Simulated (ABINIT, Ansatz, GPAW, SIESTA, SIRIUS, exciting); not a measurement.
**Ti: 6 runs at one level of theory**

```xyz
1
Lattice="-1.6651 1.6614 1.5991 1.6804 -1.7051 1.6580 1.6045 1.6445 -1.6428" Properties=species:S:1:pos:R:3 pbc="T T T"
Ti    0.0349   -0.0129   -0.0109
```

This isn't the form of Ti at room conditions, which is hcp.

The given cell was strained at random by a few per cent at fixed volume.

Alike in all runs: task single point; functional PBEsol; k mesh 11 × 11 × 11; occupations fermi-dirac, width 0.05 eV; no spin polarisation; no spin-orbit coupling. Pressure is positive in compression and, in plane waves, holds the error of the finite cutoff.

```tsv
program and potentials	plane-wave cutoff (eV)	notes	pressure (GPa)	energy over the undisturbed cell (meV/atom)
exciting, all-electron LAPW+lo, shipped species files, valence relativity iora*	-	-	-	2.49
Ansatz, all-electron LAPW, scalar-relativistic	-	-	-6.72	-
ABINIT, PseudoDojo NC SR PBEsol v0.4.1 standard	1143	-	-6.66	2.42
SIESTA, files PseudoDojo sr-pbesol-0.4.1-standard, DZP (energy shift 0.003 Ry; two zetas on semicore shells)	-	atomic basis	-6.67	3.03
SIRIUS, PseudoDojo 0.4.1 PBEsol standard (scalar relativistic)	1152	-	-6.67	2.42
GPAW, PAW data sets generated for this functional	600	-	-7.16	2.46
```

The pressure spans -7.16 (GPAW, PAW data sets generated for this functional) to -6.66 GPa (ABINIT, PseudoDojo NC SR PBEsol v0.4.1 standard), with all-electron results at -6.72. Rows in atomic bases carry the error of their basis and grid, which can be large.

Differences between rows come from potentials, basis sets and numerical settings, since the functional is the same but for its coding. Runs on potential files found faulty are left out.
